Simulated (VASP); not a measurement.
Input of a VASP 6.6.1 run:

The input INCAR:

```
PREC     = Accurate       # precision mode
ENCUT    = 500            # plane-wave cutoff, eV
EDIFF    = 1E-7           # SCF threshold, eV
ISMEAR   = 0              # smearing method
SIGMA    = 0.02           # smearing width, eV
LREAL    = False          # projectors in reciprocal space
LASPH    = True           # aspherical terms in the spheres
NELM     = 120            # most SCF steps
ALGO     = Normal         # electronic algorithm
ISIF     = 2              # what is computed and relaxed
LWAVE    = False          # write WAVECAR
LCHARG   = False          # write CHGCAR
ISPIN    = 2              # spin polarisation
MAGMOM   = 6              # initial moments
LORBIT   = 11             # projections on sites
LMAXMIX  = 6              # l up to which the mixer works
GGA      = PE             # functional
```

Contents of KPOINTS:

```
Automatic mesh
0
Gamma
  9 9 9
```

POSCAR

```
Tb
1.0
   -2.0100000000      2.0100000000      2.0100000000
    2.0100000000     -2.0100000000      2.0100000000
    2.0100000000      2.0100000000     -2.0100000000
Tb
1
Cartesian
    0.0000000000      0.0000000000      0.0000000000
```

Potentials or basis: VASP PAW PBE potentials, release 64 (Tb).

Launch:

```bash
$ cat potpaw_PBE.64/Tb/POTCAR > POTCAR
$ mpirun -np 1 vasp_std > vasp.out
```

(1) What does it give for the band gap on the k mesh?

(2) What does it give for the pressure?

(3) Predict the net moment.

(4) Predict the site moments.

## Answers

(1) none (metal or under the smearing width).

(2) -0.1 GPa.

(3) 5.89 μB per cell.

(4) Tb +5.68 μB.

Caveat: the magnetic or orbital state may not be the lowest; spin-orbit coupling is left out, which moves the levels of the heavy elements.
